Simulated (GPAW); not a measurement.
# SnSe2 (P-3m1) in GPAW: single point with PBE

Aim: the single point of SnSe2 with PBE.

Program: GPAW 26.7.0. These are calculated values, not measurements. Logs are shortened: lines on timing, memory, paths and dates and some standing lists are left out, and cuts for length are marked. The log counts tension as positive stress, the text compression.

## 1. The structure

It takes space group P-3m1 (No. 164, trigonal). Conventional cell: a = 3.811 Å, b = 3.811 Å, c = 6.136 Å, α = 90.00°, β = 90.00°, γ = 120.00°. Sn (site symmetry -3m) is surrounded by 6 Se at 2.68 Å. Se (site symmetry 3m) has 3 Sn at 2.68 Å as nearest neighbours.

## 2. Single point, PBE

Input file run.py:

```python
from ase import Atoms
from ase.dft.bandgap import bandgap
from ase.io import write
from ase.units import GPa
from gpaw import GPAW, PW

atoms = Atoms(['Sn', 'Se', 'Se'],
              cell=[[3.811, 0.0, 0.0],
                    [-1.9055, 3.3004228138, 0.0],
                    [0.0, 0.0, 6.136]],
              scaled_positions=[[0.0, 0.0, 0.0],
                                [0.6666666667, 0.3333333333, 0.751],
                                [0.3333333333, 0.6666666667, 0.249]],
              pbc=True)

calc = GPAW(mode=PW(450),
            xc='PBE',
            kpts={'size': (7, 7, 4), 'gamma': True},
            occupations={'name': 'fermi-dirac', 'width': 0.05},
            nbands=24,
            maxiter=120,
            txt='gpaw.txt')
atoms.calc = calc
energy = atoms.get_potential_energy()
forces = atoms.get_forces()
stress = atoms.get_stress()
calc.write('gs.gpw')
write('result.traj', atoms)
print(f'Energy: {energy:.6f} eV')
print('Forces (eV/A):')
print(forces.round(4))
print('Stress (GPa):', (stress / GPa).round(3))
print('Fermi level:', round(calc.get_fermi_level(), 4), 'eV')
print(f'Gap: {bandgap(calc)[0]:.4f} eV, direct: {bandgap(calc, direct=True)[0]:.4f} eV')
```

Potentials or basis: GPAW PAW data sets (gpaw-data 1.2.1), pw.

Command:

```sh
$ OMP_NUM_THREADS=1 python run.py
```

gpaw.txt:

```text
__  _  _
 | _ |_)|_||  |
 |__||  | ||/\| - 26.7.0

Input parameters:
  mode=PW(ecut=450.00000000000006),
  kpts=MonkhorstPack(size=(7, 7, 4), gamma=True),
  maxiter=120,
  nbands=24,
  occupations=Occupations(name='fermi-dirac', width=0.05),
  xc=XC(name='PBE')

Diagonalizing LCAO Hamiltonian
Converting LCAO to pw mode

             Se

         Se

       Sn

Atoms  # Å, Bohr magnetons
|   | symbol |         x |        y |        z |    initial magnetic moments |
|---|--------|-----------|----------|----------|-----------------------------|
| 0 |     Sn |  0.000000 | 0.000000 | 0.000000 | ( 0.0000,  0.0000,  0.0000) |
| 1 |     Se |  1.905500 | 1.100141 | 4.608136 | ( 0.0000,  0.0000,  0.0000) |
| 2 |     Se | -0.000000 | 2.200282 | 1.527864 | ( 0.0000,  0.0000,  0.0000) |

Unit cell  # Å
| periodic |         x |        y |        z |  lengths |     angles |
|----------|-----------|----------|----------|----------|------------|
|      yes |  3.811000 | 0.000000 | 0.000000 | 3.811000 |  90.000000 |
|      yes | -1.905500 | 3.300423 | 0.000000 | 3.811000 |  90.000000 |
|      yes |  0.000000 | 0.000000 | 6.136000 | 6.136000 | 120.000000 |

Number of symmetries: 12
Symmetry operations  # r_c * U_cc + t_c -> r_c
|    | kind |            matrix            |
|----|------|------------------------------|
|  0 |  σ   |  1, 1, 0,  0,-1, 0,  0, 0, 1 |
|  1 |  S6  |  1, 1, 0, -1, 0, 0,  0, 0,-1 |
|  2 |  E   |  1, 0, 0,  0, 1, 0,  0, 0, 1 |
|  3 |  C2  |  1, 0, 0, -1,-1, 0,  0, 0,-1 |
|  4 |  C2  |  0, 1, 0,  1, 0, 0,  0, 0,-1 |
|  5 |  C3  |  0, 1, 0, -1,-1, 0,  0, 0, 1 |
|  6 |  S6  |  0,-1, 0,  1, 1, 0,  0, 0,-1 |
|  7 |  σ   |  0,-1, 0, -1, 0, 0,  0, 0, 1 |
|  8 |  σ   | -1, 0, 0,  1, 1, 0,  0, 0, 1 |
|  9 |  i   | -1, 0, 0,  0,-1, 0,  0, 0,-1 |
| 10 |  C3  | -1,-1, 0,  1, 0, 0,  0, 0, 1 |
| 11 |  C2  | -1,-1, 0,  0, 1, 0,  0, 0,-1 |

BZ-sampling:
  Number of BZ points: 196
  Number of IBZ points: 28

  Monkhorst-Pack size: [7, 7, 4]
  Monkhorst-Pack shift: [0.0, 0.0, 0.125]

K-points  # in reciprocal-cell coordinates
|     |                                coordinates |     weight |
|-----|--------------------------------------------|------------|
|   0 | (  0.00000000,   0.00000000,   0.00000000) | 0.00510204 |
|   1 | (  0.00000000,   0.00000000,   0.25000000) | 0.01020408 |
|   2 | (  0.00000000,   0.00000000,   0.50000000) | 0.00510204 |
|   3 | (  0.14285714,   0.00000000,  -0.25000000) | 0.03061224 |
|   4 | (  0.14285714,   0.00000000,   0.00000000) | 0.03061224 |
|   5 | (  0.14285714,   0.00000000,   0.25000000) | 0.03061224 |
|   6 | (  0.14285714,   0.00000000,   0.50000000) | 0.03061224 |
|   7 | (  0.28571429,  -0.14285714,   0.00000000) | 0.03061224 |
|   8 | (  0.28571429,  -0.14285714,   0.25000000) | 0.06122449 |
|   9 | (  0.28571429,  -0.14285714,   0.50000000) | 0.03061224 |
| ... |                                            |            |
|  27 | (  0.42857143,   0.42857143,   0.50000000) | 0.03061224 |

Plane wave coefficients: 1701
Cutoff: 450.00000000000006 eV

Spin-components: 1 (collinear spins)
Bands:           24
Projectors:      16
Spin-degeneracy: 2
Datatype:        complex128

Parallelization:
  kpt:    1
  domain: 1
  band:   1

Density:
  Valence electrons: 26.0
  Components: 1
  Grid points: [20 20 32]
  Charge: 0.0  # |e|

Potential:
  Grid points: [20 20 32]

species:
  Sn:
    name:    Tin
    Z:       50.0
    valence: 14
    core:    36
    charge:  0.0  # [|e|]
    compensation charges:
      type: gauss
      rc: 0.38  # [Å]
      lmax: 2
    cutoffs:
      filter: 2.23  # [Å]
      core: 2.35  # [Å]
    projectors
    | kind |    occ | energy [eV] | rcut [Å] |
    |------|--------|-------------|----------|
    |   5s |  2.000 |     -10.538 |    1.201 |
    |   5p |  2.000 |      -3.696 |    1.270 |
    |   4d | 10.000 |     -25.845 |    1.185 |
    |    s |        |      16.674 |    1.201 |
    |    p |        |      23.515 |    1.270 |
    |    d |        |       1.367 |    1.185 |

    Using partial waves for Sn as LCAO basis

  Se:
    name:    Selenium
    Z:       34.0
    valence: 6
    core:    28
    charge:  0.0  # [|e|]
    compensation charges:
      type: gauss
      rc: 0.27  # [Å]
      lmax: 2
    cutoffs:
      filter: 1.77  # [Å]
      core: 2.67  # [Å]
    projectors
    | kind |    occ | energy [eV] | rcut [Å] |
    |------|--------|-------------|----------|
    |   4s |  2.000 |     -17.277 |    0.847 |
    |   4p |  4.000 |      -6.512 |    1.005 |
    |    s |        |       9.935 |    0.847 |
    |    p |        |      20.699 |    1.005 |
    |    d |        |       0.000 |    0.847 |

    Using partial waves for Se as LCAO basis

Reference energy: -300217.757568  # eV

eigensolver:
  PPCG
  Converge bands: occupied
  niter=2

density mixing:
  MSR1-Mixer
  Pratt-step length: 0.05
  Maximum mixing coefficient: 0.75
  Old densities: 10
  SVD Regularization: 0.005
  Good broyden scale: 1.0
  Trust region scale: 1.0
  Backstep threshold: 4.0
  History deletion threshold: 6.0
  Fourier metric: weight=20.0, sigma=0.015

occupation numbers:
  Fermi-Dirac:
    width: 0.0500  # eV

poisson solver:
  ecut: 3600.0000000000005  # eV

xc functional:
  name: PBE with 2 nearest neighbor stencil

convergence criteria:
- Maximum [total energy] change in last 3 cyles: 0.0005 eV / valence electron
- Maximum integral of absolute [dens]ity change: 0.0001 electrons / valence electron
- Maximum integral of absolute [eigenst]ate change: 4e-08 eV^2 / valence electron
maximum number of iterations: 120

SCF iterations
|iter     | |      energy | eigst |  dens |
|---------|-|-------------|-------|-------|
|iter:   1| |  -12.149019 | -0.03 |       |
|iter:   2| |  -12.097055 | -2.25 | -1.22 |
|iter:   3| |  -11.919906 | -2.04 | -1.26 |
|iter:   4| |  -11.914824 | -2.81 | -1.77 |
|iter:   5| |  -11.914807c| -4.22 | -2.35 |
|iter:   6| |  -11.914782c| -4.63 | -2.62 |
|iter:   7| |  -11.914800c| -5.94 | -3.40 |
|iter:   8| |  -11.914802c| -6.92 | -3.96 |
|iter:   9| |  -11.914802c| -7.51c| -4.78c|

Converged in 9 steps
Energy contributions relative to reference atoms: (reference = -300217.757568)

Energy contributions:
  Kinetic:          31.020714
  Coulomb:         -27.795664
  Zero:             -0.134831
  External:          0.000000
  Xc:              -15.005009
  Entropy:          -0.000023
  Spinorbit:         0.000000
  ----------------------------
  Free energy:     -11.914813
  Extrapolated:    -11.914802

dipole moment: (-6.350494, -10.999379, -20.449558)  # |e|*Ang

Fermi level: 5.554
Eigenvalues  # (at kpt = [0.000, 0.000, 0.000])
| band index |      eig [eV] | occ [0-2] |
|------------|---------------|-----------|
|          0 |       -16.123 |     2.000 |
|        ... |               |           |
|          5 |        -8.851 |     2.000 |
|          6 |        -7.074 |     2.000 |
|          7 |        -0.907 |     2.000 |
|          8 |         4.433 |     2.000 |
|          9 |         4.433 |     2.000 |
|         10 |         4.744 |     2.000 |
|         11 |         4.744 |     2.000 |
|         12 |         5.134 |     2.000 |
|         13 |         6.239 |     0.000 |
|         14 |         8.083 |     0.000 |
|         15 |         9.778 |     0.000 |
|         16 |         9.778 |     0.000 |
|         17 |        13.283 |     0.000 |
|         18 |        14.091 |     0.000 |
|         19 |        14.091 |     0.000 |
|         20 |        14.781 |     0.000 |
|        ... |               |           |
|         23 |        15.932 |     0.000 |

Gap: 0.817 eV
Transition (v -> c):
  (s=0, k=0, n=12, [0.00, 0.00, 0.00]) -> (s=0, k=18, n=13, [0.43, 0.00, -0.25])
Direct/indirect transitions are different
Direct gap: 1.105 eV
Transition at: (s=0, k=0, n=12, [0.00, 0.00, 0.00])

Forces  # eV/Ang
|       x |       y |        z |
|---------|---------|----------|
| 0.00000 | 0.00000 |  0.00000 |  # Sn   0
| 0.00000 | 0.00000 | -0.76143 |  # Se   1
| 0.00000 | 0.00000 |  0.76143 |  # Se   2

Stress tensor  # eV/Ang^3
|         x |         y |         z |
|-----------|-----------|-----------|
| -0.025672 |  0.000000 |  0.000000 |
|  0.000000 | -0.025672 | -0.000000 |
|  0.000000 | -0.000000 | -0.035099 |

# Writing to gs.gpw (mode='')
```

Run time: 18 s. Hardware: 1 thread of Arm Neoverse V1, shared host; peak memory 0.16 GiB.

Results:

- Free energy: -11.9148 eV
- Pressure: 4.6 GPa
- Largest force: 0.761 eV/Å
- Band gap on the k mesh: 0.82 eV, indirect (least direct gap 1.11 eV)

Forces on the atoms (eV/Å):
```
Sn   0.000  0.000  0.000
Se   0.000  0.000 -0.761
Se   0.000  0.000  0.761
```

Stress tensor (GPa, compression positive):
```
4.11 0.00 0.00
0.00 4.11 0.00
0.00 0.00 5.62
```

Levels at points of the mesh, in eV from the valence-band top:
```
           k point  band 9  band 10  band 11  band 12  band 13  band 14  band 15  band 16  band 17  band 18
(0.00, 0.00, 0.00)   -0.70    -0.70    -0.39    -0.39     0.00     1.11     2.95     4.64     4.64     8.15
(0.00, 0.00, 0.50)   -2.04    -0.79    -0.79    -0.24    -0.24     2.46     2.92     4.37     4.37     8.19
```

Caveat: the cutoff is short for stress and forces, so pressures can be off by a GPa or more; spin-orbit coupling is left out, which moves the levels of the heavy elements; an odd mesh through Γ misses points on the zone boundary, where band edges often lie; this functional lacks dispersion, which binds the layers, so the pressure and a relaxed spacing across them are unreliable.
